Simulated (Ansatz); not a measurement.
## TaN/GaN/TaN under bias

Wanted: I(V) for TaN/GaN/TaN. Both electrodes are TaN rock salt(111); the barrier is GaN zinc blende(111) (whole bilayers). In the first transport cell, after relaxation, the nearest pair of electrode and barrier is Ta–N at 2.06 Å, along the normal, at the lower face and Ta–Ga at 3.04 Å, at a slant, at the upper one. All share a net of side 3.171 Å, which strains the lower electrode by +1.5 % and the barrier by -1.4 %, against typed lattice constants near PBE's. The first steps treat the bulk electrodes alone.

Main program and level: Ansatz 0.2.0; PBE DFT, plane waves, PAW files, in the first sound run; inputs show where later runs differ.

### 1. Starting point

Symmetry: R-3m, No. 166, trigonal system. The conventional cell has a = 3.171 Å, b = 3.171 Å, c = 7.577 Å, α = 90.00°, β = 90.00°, γ = 120.00°. Nearest to Ta lie 6 N at 2.22 Å. Nearest to N lie 6 Ta at 2.22 Å. Farther neighbours and most contacts between anions are not listed.

### 2. Layer spacing of the electrode

The electrode is held to the junction's net and relaxed along the normal; its spacing is used for the ideal lead layers.

Input file input.yaml:

```yaml
crystal:
  lattice:
    - [3.171, 0.0, 0.0]
    - [-1.5855, 2.7461665554, 0.0]
    - [0.0, 0.0, 7.577497386]
  atoms:
    - { symbol: Ta, position: [0.0, 0.0, 0.0] }
    - { symbol: "N", position: [0.3333333333, 0.6666666667, 0.1666666667] }
    - { symbol: Ta, position: [0.6666666667, 0.3333333333, 0.3333333333] }
    - { symbol: "N", position: [0.0, 0.0, 0.5] }
    - { symbol: Ta, position: [0.3333333333, 0.6666666667, 0.6666666667] }
    - { symbol: "N", position: [0.6666666667, 0.3333333333, 0.8333333333] }
kpoints:
  mp_grid: { grid: [12, 12, 4] }
scf:
  occupations: { method: fermi_dirac, width: 0.1 }
  max_iter: 150
hamiltonian:
  xc: pbe
relax:
  f_tol: 0.01
  max_steps: 40
  cell: { fix: [a, b, angles] }
```

The run is started by

```bash
> ansatz run input.yaml --threads 4 --pin off --max-ram 16384MiB --backend cpu --events-out ev --progress --plain --runs-dir out
```

Numbers of over 12 decimals in the logs are rounded to 6 here.

Output:

```text
Engine: ansatz 0.2.0, aarch64-unknown-linux-gnu
Pseudopotentials: kind: paw
Pseudopotential: Ta, paw, valence charge 13, recommended cutoff 420 eV (normal), Ta.paw.azcp
Pseudopotential: N, paw, valence charge 5, recommended cutoff 420 eV (normal), N.paw.azcp
Functional definition: PBE
  parameter kappa = 0.804
  parameter beta = 0.066725
  exchange = pbe_x(kappa = kappa, mu = beta*pi^2/3)
  correlation = pbe_c(beta = beta)
Crystal: 6 atoms, lattice volume = 65.986 Å³
Basis set: ecut = 420 eV, 1273 PW (Γ), exchange–correlation on 48×48×108 points (8 copies of the dense FFT grid, shifted against one another)
Bands: 33, of which v1, the nominal top of the filled ones, is band 27 counted from 1 (26 counted from 0)
Symmetry: 36 space group operations
Space group: R-3m (ITA 166), of the structure as read, at distance tolerance 4.0e-5 Å
k-points: 69 of 576
Non-local potential: Ta, projectors of the file, l = 0: 3, l = 1: 2, l = 2: 2, l = 3: 1
Non-local potential: N, projectors of the file, l = 0: 2, l = 1: 2, l = 2: 1
PAW form: soft (Blöchl's): semilocal exchange-correlation on the pseudo side does not see the compensation charge
PAW one-centre angular grid: Ta, 590 points (default); XC on 64 Gauss nodes
PAW one-centre angular grid: N, 110 points (default); XC on 64 Gauss nodes
Initial density: superposition of atomic densities (neutral atoms: chi_scale 0, normalization atom), corrected by the library's trained network
Initial wavefunctions: pseudopotential atomic-orbital guess
Functional: x = pbe(κ = 0.804, μ = 0.219515), c = pbe(β = 0.066725)
SCF iter   1: F=—  HF=-30953.762188 eV  |F-HF|=—  |Δ(HF+E_count)|=         —  Δρ=1.82e-3  dr2=7.19e-4  ethr=1.77e-3  ⟨swp⟩=5.4  Hψ=20030  notcnv=0  defer=17
automatic band count: the SCF goes on with 39 bands, as 33 were too few: the levels above may hold too much charge
preconditioner: auto → Kerker (q_TF=auto, 2.639 Å⁻¹)  [metal: Δε(μ)=0.020 eV  Ē_g=10.692 eV  σ=0.100 eV  W_gap=0.05  n_scr=24 (ndim 8)  ℏωp=25.0 eV  f_vac=0.000  D(μ)=2.45/eV (n_scr^D=24)]
SCF iter   2: F=—  HF=-30953.762243 eV  |F-HF|=—  |Δ(HF+E_count)|=   5.46e-5  Δρ=1.08e-3  dr2=2.79e-4  ethr=1.33e-6  ⟨swp⟩=2.0  Hψ=5122  notcnv=0  defer=15
SCF iter   3: F=—  HF=-30953.762597 eV  |F-HF|=—  |Δ(HF+E_count)|=   3.54e-4  Δρ=1.67e-4  dr2=1.51e-5  ethr=5.16e-7  ⟨swp⟩=2.0  Hψ=3458  notcnv=0  defer=15
SCF iter   4: F=—  HF=-30953.762631 eV  |F-HF|=—  |Δ(HF+E_count)|=   3.47e-5  Δρ=7.42e-5  dr2=2.20e-6  ethr=2.80e-8  ⟨swp⟩=2.6  Hψ=3685  notcnv=0  defer=15
iter 5 did not close the SCF: its close was put off for the readings that it lacked (scf_convergence_deferred on its scf_iter line)
SCF iter   5: F=-30953.762632 eV  HF=-30953.762632 eV  |F-HF|=1.25e-8  |Δ(HF+E_count)|=   5.99e-7  Δρ=9.23e-6  dr2=2.91e-8  ethr=4.07e-9  ⟨swp⟩=3.0  Hψ=4957  notcnv=0  defer=15
SCF iter   6: F=-30953.762632 eV  HF=-30953.762632 eV  |F-HF|=2.84e-10  |Δ(HF+E_count)|=   1.61e-8  Δρ=1.19e-6  dr2=4.59e-10  ethr=5.39e-11  ⟨swp⟩=2.1  Hψ=8070  notcnv=0
SCF 1 converged in 6 iterations: F = -30953.762632 eV  dr2 = 4.59e-10
  greatest PAW one-centre occupation: 0.999 electrons in one spin orbital (limit 2), on the Ta atom at site 4 (counted from 0), in its partial waves of l = 0
relax step   1: F+E_penalty+E_count = -30953.76263196 eV  Δ(F+E_penalty+E_count) = +0.000e0 eV  max|allowed force component| = 6.115e-27 eV/Å  Δτ_max = 0.0000 Å  P = -6.403 GPa  Ω = 65.986 Å³  fix = [a, b, alpha, beta, gamma]  reactions: a -7.406, b -7.406 GPa  (6 SCF iters, dr2 threshold 1.00e-7 eV, accepted)
Crystal: 6 atoms, lattice volume = 64.934 Å³
Bands: 39, of which v1, the nominal top of the filled ones, is band 27 counted from 1 (26 counted from 0)
Initial density: handed on by an earlier stage of this run
Initial wavefunctions: those handed on with the density
iter 1 solved again at ethr=1.11e-5 eV; its pass at ethr=3.10e-3 eV (dr2=5.99e-3 eV) is discarded
SCF iter   1: F=—  HF=-30953.773533 eV  |F-HF|=—  |Δ(HF+E_count)|=         —  Δρ=3.24e-3  dr2=6.68e-3  ethr=1.11e-5  ⟨swp⟩=1.6  Hψ=12280  notcnv=0
preconditioner: auto → Kerker (q_TF=auto, 2.646 Å⁻¹)  [metal: Δε(μ)=0.019 eV  Ē_g=10.850 eV  σ=0.100 eV  W_gap=0.05  n_scr=24 (ndim 8)  ℏωp=25.2 eV  f_vac=0.000  D(μ)=2.45/eV (n_scr^D=24)]
SCF iter   2: F=—  HF=-30953.772195 eV  |F-HF|=—  |Δ(HF+E_count)|=   1.34e-3  Δρ=1.59e-3  dr2=1.76e-3  ethr=1.11e-5  ⟨swp⟩=1.7  Hψ=2920  notcnv=0
SCF iter   3: F=—  HF=-30953.771660 eV  |F-HF|=—  |Δ(HF+E_count)|=   5.35e-4  Δρ=2.83e-4  dr2=6.02e-5  ethr=3.26e-6  ⟨swp⟩=2.3  Hψ=3470  notcnv=0
SCF iter   4: F=—  HF=-30953.771689 eV  |F-HF|=—  |Δ(HF+E_count)|=   2.95e-5  Δρ=6.14e-5  dr2=1.46e-6  ethr=1.12e-7  ⟨swp⟩=2.5  Hψ=4158  notcnv=0
iter 5 did not close the SCF: its close was put off for the readings that it lacked (scf_convergence_deferred on its scf_iter line)
SCF iter   5: F=-30953.771689 eV  HF=-30953.771689 eV  |F-HF|=1.77e-9  |Δ(HF+E_count)|=   4.32e-8  Δρ=7.64e-6  dr2=2.09e-8  ethr=2.70e-9  ⟨swp⟩=2.3  Hψ=3729  notcnv=0
SCF iter   6: F=-30953.771689 eV  HF=-30953.771689 eV  |F-HF|=3.06e-10  |Δ(HF+E_count)|=   4.35e-9  Δρ=1.02e-6  dr2=6.66e-10  ethr=3.87e-11  ⟨swp⟩=1.6  Hψ=7409  notcnv=0
SCF 2 converged in 6 iterations: F = -30953.771689 eV  dr2 = 6.66e-10
relax step   2: F+E_penalty+E_count = -30953.77168919 eV  Δ(F+E_penalty+E_count) = -9.057e-3 eV  max|allowed force component| = 9.843e-27 eV/Å  Δτ_max = 0.0000 Å  P = -1.269 GPa  Ω = 64.934 Å³  energy of the carried Pulay correction = +3.189e-3 eV  fix = [a, b, alpha, beta, gamma]  reactions: a -3.264, b -3.264 GPa  (6 SCF iters, dr2 threshold 6.00e-7 eV, accepted)
Crystal: 6 atoms, lattice volume = 65.336 Å³
iter 1 solved again at ethr=1.85e-6 eV; its pass at ethr=3.10e-3 eV (dr2=1.00e-3 eV) is discarded
SCF iter   1: F=—  HF=-30953.773998 eV  |F-HF|=—  |Δ(HF+E_count)|=         —  Δρ=1.26e-3  dr2=1.03e-3  ethr=1.85e-6  ⟨swp⟩=2.4  Hψ=11406  notcnv=0
preconditioner: auto → Kerker (q_TF=auto, 2.643 Å⁻¹)  [metal: Δε(μ)=0.010 eV  Ē_g=10.780 eV  σ=0.100 eV  W_gap=0.02  n_scr=24 (ndim 8)  ℏωp=25.2 eV  f_vac=0.000  D(μ)=2.45/eV (n_scr^D=24)]
SCF iter   2: F=—  HF=-30953.773795 eV  |F-HF|=—  |Δ(HF+E_count)|=   2.03e-4  Δρ=6.04e-4  dr2=2.59e-4  ethr=1.85e-6  ⟨swp⟩=1.8  Hψ=2904  notcnv=0
SCF iter   3: F=—  HF=-30953.773762 eV  |F-HF|=—  |Δ(HF+E_count)|=   3.38e-5  Δρ=1.21e-4  dr2=1.19e-5  ethr=4.80e-7  ⟨swp⟩=2.3  Hψ=3263  notcnv=0
iter 4 did not close the SCF: its close was put off for the readings that it lacked (scf_convergence_deferred on its scf_iter line)
SCF iter   4: F=-30953.773758 eV  HF=-30953.773758 eV  |F-HF|=1.34e-7  |Δ(HF+E_count)|=   3.49e-6  Δρ=2.87e-5  dr2=3.40e-7  ethr=2.20e-8  ⟨swp⟩=2.3  Hψ=3556  notcnv=0
iter 5 did not close the SCF: its close was put off for the readings that it lacked (scf_convergence_deferred on its scf_iter line)
SCF iter   5: F=-30953.773758 eV  HF=-30953.773758 eV  |F-HF|=3.20e-10  |Δ(HF+E_count)|=   1.78e-8  Δρ=3.63e-6  dr2=5.60e-9  ethr=6.29e-10  ⟨swp⟩=2.2  Hψ=3721  notcnv=0
SCF iter   6: F=-30953.773758 eV  HF=-30953.773758 eV  |F-HF|=3.27e-11  |Δ(HF+E_count)|=  8.73e-10  Δρ=4.04e-7  dr2=7.46e-11  ethr=1.04e-11  ⟨swp⟩=1.2  Hψ=6948  notcnv=0
SCF 3 converged in 6 iterations: F = -30953.773758 eV  dr2 = 7.46e-11
relax step   3: F+E_penalty+E_count = -30953.77375814 eV  Δ(F+E_penalty+E_count) = -2.069e-3 eV  max|allowed force component| = 2.831e-26 eV/Å  Δτ_max = 0.0000 Å  P = -3.288 GPa  Ω = 65.336 Å³  energy of the carried Pulay correction = +1.964e-3 eV  fix = [a, b, alpha, beta, gamma]  reactions: a -4.892, b -4.892 GPa  (6 SCF iters, dr2 threshold 6.00e-7 eV, accepted)
[...]
relax step   4: F+E_penalty+E_count = -30953.77379601 eV  Δ(F+E_penalty+E_count) = -3.788e-5 eV  max|allowed force component| = 1.222e-26 eV/Å  Δτ_max = 0.0000 Å  P = -3.232 GPa  Ω = 65.325 Å³  energy of the carried Pulay correction = +1.998e-3 eV  fix = [a, b, alpha, beta, gamma]  reactions: a -4.847, b -4.847 GPa  (6 SCF iters, dr2 threshold 1.61e-8 eV, accepted)
[...]
relax step   5: F+E_penalty+E_count = -30953.77192472 eV  Δ(F+E_penalty+E_count) = +1.871e-3 eV  max|allowed force component| = 1.285e-28 eV/Å  Δτ_max = 0.0000 Å  P = -3.277 GPa  Ω = 65.325 Å³  fix = [a, b, alpha, beta, gamma]  reactions: a -4.873, b -4.873 GPa  stress off target by 8.36e-2 GPa on what of the cell is left free  SCF on the basis re-selected at this cell (its energy is not comparable with the rows above)  (8 SCF iters)
[...]
relax step   6: F+E_penalty+E_count = -30953.77196512 eV  Δ(F+E_penalty+E_count) = -4.040e-5 eV  max|allowed force component| = 7.763e-27 eV/Å  Δτ_max = 0.0000 Å  P = -3.217 GPa  Ω = 65.313 Å³  energy of the carried Pulay correction = +3.722e-5 eV  fix = [a, b, alpha, beta, gamma]  reactions: a -4.825, b -4.825 GPa  (6 SCF iters, dr2 threshold 1.75e-8 eV, accepted)
iter 1 solved again at ethr=4.39e-8 eV; its pass at ethr=3.10e-3 eV (dr2=2.37e-5 eV) is discarded
SCF iter   1: F=—  HF=-30953.771891 eV  |F-HF|=—  |Δ(HF+E_count)|=         —  Δρ=9.56e-7  dr2=1.05e-10  ethr=4.39e-8  ⟨swp⟩=3.3  Hψ=17631  notcnv=0
eigensolver tolerance schedule: the retry pair's looser diagonalisation over-reported the residual by 225133.91 of it (diagonalisation noise at an unbounded share of the residual, at the tolerance the schedule requests for it); recorded, not acted on — ethr = c·dr2/N_el stays at c = 1.0e-1
SCF iter   2: F=—  HF=-30953.771941 eV  |F-HF|=—  |Δ(HF+E_count)|=   4.95e-5  Δρ=6.31e-7  dr2=3.86e-11  ethr=1.00e-12  ⟨swp⟩=3.6  Hψ=6622  notcnv=0
iter 3 did not close the SCF: its close was put off for the readings that it lacked (scf_convergence_deferred on its scf_iter line)
SCF iter   3: F=-30953.771941 eV  HF=-30953.771941 eV  |F-HF|=3.64e-11  |Δ(HF+E_count)|=  4.37e-11  Δρ=3.31e-7  dr2=9.52e-12  ethr=1.00e-12  ⟨swp⟩=1.0  Hψ=2691  notcnv=0
iter 4 did not close the SCF: its close was put off for the readings that it lacked (scf_convergence_deferred on its scf_iter line)
SCF iter   4: F=-30953.771941 eV  HF=-30953.771941 eV  |F-HF|=0.00e0  |Δ(HF+E_count)|=  1.46e-11  Δρ=4.93e-8  dr2=2.73e-13  ethr=1.00e-12  ⟨swp⟩=1.0  Hψ=2691  notcnv=0
iter 5 did not close the SCF: its close was put off for the readings that it lacked (scf_convergence_deferred on its scf_iter line)
SCF iter   5: F=-30953.771941 eV  HF=-30953.771941 eV  |F-HF|=1.46e-11  |Δ(HF+E_count)|=  7.28e-12  Δρ=1.29e-8  dr2=2.93e-14  ethr=1.00e-12  ⟨swp⟩=1.0  Hψ=2691  notcnv=0
iter 6 did not close the SCF: its close was put off for the readings that it lacked (scf_convergence_deferred on its scf_iter line)
SCF iter   6: F=-30953.771941 eV  HF=-30953.771941 eV  |F-HF|=7.28e-12  |Δ(HF+E_count)|=  7.28e-12  Δρ=5.80e-9  dr2=5.15e-15  ethr=1.00e-12  ⟨swp⟩=1.0  Hψ=2691  notcnv=0
SCF iter   7: F=-30953.771941 eV  HF=-30953.771941 eV  |F-HF|=7.28e-12  |Δ(HF+E_count)|=    0.00e0  Δρ=2.27e-9  dr2=8.46e-16  ethr=1.00e-12  ⟨swp⟩=1.0  Hψ=5658  notcnv=0
SCF 7 converged in 7 iterations: F = -30953.771941 eV  dr2 = 8.46e-16
relax step   7: F+E_penalty+E_count = -30953.77194060 eV  Δ(F+E_penalty+E_count) = +2.453e-5 eV  max|allowed force component| = 3.785e-28 eV/Å  Δτ_max = 0.0000 Å  P = -3.217 GPa  Ω = 65.313 Å³  fix = [a, b, alpha, beta, gamma]  reactions: a -4.825, b -4.825 GPa  stress off target by 1.26e-3 GPa on what of the cell is left free  SCF on the basis re-selected at this cell (its energy is not comparable with the rows above)  (7 SCF iters)
basis re-selected at this cell: Δ(F+E_penalty+E_count) = +2.453e-5 eV, ΔP = -0.000 GPa vs the last step (what re-selecting the basis moved, of the pressure what is left beyond the Pulay correction that the steps carried, after the strain that the cell walked since its last selection, with what the two solves' SCF thresholds leave and, on support functions, any second-order correction that the steps lacked; it is no m [...]
SCF converged after 7 iterations
Free energy (F): -30953.771941 eV
Harris-Foulkes:  -30953.771941 eV  (|F-HF|=7.28e-12)
Internal energy: -30953.690749 eV  (E = F + TS)
E sigma→0 (E₀):  -30953.731345 eV
Entropy (-TS):   -0.081192 eV (-13.532 meV/atom)
Fermi energy:    21.153463 eV
--- Per-component energies (eV) ---
  E_band       = -159.139167
  E_kinetic    = 1498.912433
  E_local      = -1797.255476  (includes V_loc(G=0)·N_el)
  E_nonlocal   = 179.036175
  E_hartree    = 601.910573
  E_xc         = -839.174488
  E_vxc        = -846.340556  (∫ρ·V_xc dr)
  E_paw        = -25572.307512  (= ΣΔE_a)
  E_vpaw       = -397.313497  (= ΣTr[D̂ρ^β])
  E_aug_tail   = 0.000607  (compensation charges beyond the density's cutoff)
  E_ewald      = -5024.813061
  E_smearing   = -0.081192  (= −TS)
  E_closure    = 0.000000  (closes the sum)
  Σ components = -30953.771941   (vs F -30953.771941, Δ=0.00e0)
--- Forces (eV/Å), atoms counted from 1 ---
  atom   1  Ta     0.00000000     0.00000000     0.00000000
  atom   2  N      0.00000000     0.00000000     0.00000000
  atom   3  Ta    -0.00000000    -0.00000000     0.00000000
  atom   4  N      0.00000000     0.00000000     0.00000000
  atom   5  Ta    -0.00000000     0.00000000     0.00000000
  atom   6  N      0.00000000     0.00000000     0.00000000
  max |Σ_I F_I| component: 2.55e-28 eV/Å
--- Stress (GPa, compression-positive) ---
       -4.824997       0.000000      -0.000000
        0.000000      -4.824997      -0.000000
       -0.000000      -0.000000      -0.001261
  P = ⅓ Tr σ = -3.2171 GPa (-32.171 kbar)
--- Relaxed structure (5 steps of the walk, 5 accepted, 2 SCFs on fresh bases) ---
  F+E_penalty+E_count = -30953.77194060 eV   max|allowed force component| = 3.785e-28 eV/Å   (the final SCF, on the basis selected at the relaxed cell)
  cell:  # Å, volume = 65.3127 Å³
    - [3.171000, 0, 0]
    - [-1.585500, 2.746167, 0]
    - [0, 0, 7.500228]
  atoms:
    - { symbol: Ta, position: [0, 0, 0] }
    - { symbol: N, position: [0.333333, 0.666667, 0.166667] }
    - { symbol: Ta, position: [0.666667, 0.333333, 0.333333] }
    - { symbol: N, position: [0, 0, 0.500000] }
    - { symbol: Ta, position: [0.333333, 0.666667, 0.666667] }
    - { symbol: N, position: [0.666667, 0.333333, 0.833333] }
```

Run time: 13 s. Hardware: 4 threads of Arm Neoverse V1, shared host; peak memory 0.47 GiB.

Step by step:

```tsv
step	energy less that of the first step (eV)	largest force component (eV/Å)	pressure (GPa)	volume (Å³)
1	0.0000	0.0000	-6.40	65.99
2	-0.0091	0.0000	-1.27	64.93
3	-0.0111	0.0000	-3.29	65.34
4	-0.0112	0.0000	-3.23	65.32
5*	-0.0093	0.0000	-3.28	65.32
6	-0.0093	0.0000	-3.22	65.31
7*	-0.0093	0.0000	-3.22	65.31
```

Relaxation steps marked * repeat the geometry before them on a plane-wave basis chosen anew for their cell, so energy and pressure can jump there.

Forces are held to the 36 operations that the run works with; a distortion that breaks them can't arise in this run.

```tsv
conventional cell, symmetrised	before	after	change
a (Å)	3.171	3.171	-0.0 %
b (Å)	3.171	3.171	-0.0 %
c (Å)	7.577	7.500	-1.0 %
volume (Å³/atom)	11.00	10.89	-1.0 %
```

The relaxed structure:

```xyz
6
Lattice="3.1710 0.0000 0.0000 -1.5855 2.7462 0.0000 0.0000 0.0000 7.5002" Properties=species:S:1:pos:R:3 pbc="T T T"
Ta    0.0000    0.0000    0.0000
N     0.0000    1.8308    1.2500
Ta    1.5855    0.9154    2.5001
N     0.0000    0.0000    3.7501
Ta    0.0000    1.8308    5.0002
N     1.5855    0.9154    6.2502
```

This step gave:

```
free energy  : -30953.7719 eV
Fermi energy : 21.15 eV
pressure     : -3.217 GPa
```

(Continued in part 2 of 4.)

[Logs are printed without paths, hosts, clocks, repeated set-up lines and the standing remarks that a program may print on its own settings, such as how far it seeks lower states.]

[Hosts, paths, dates, database ids (printed as entryN), source tags and the programs' standing remarks are cut or masked in the printed files.]
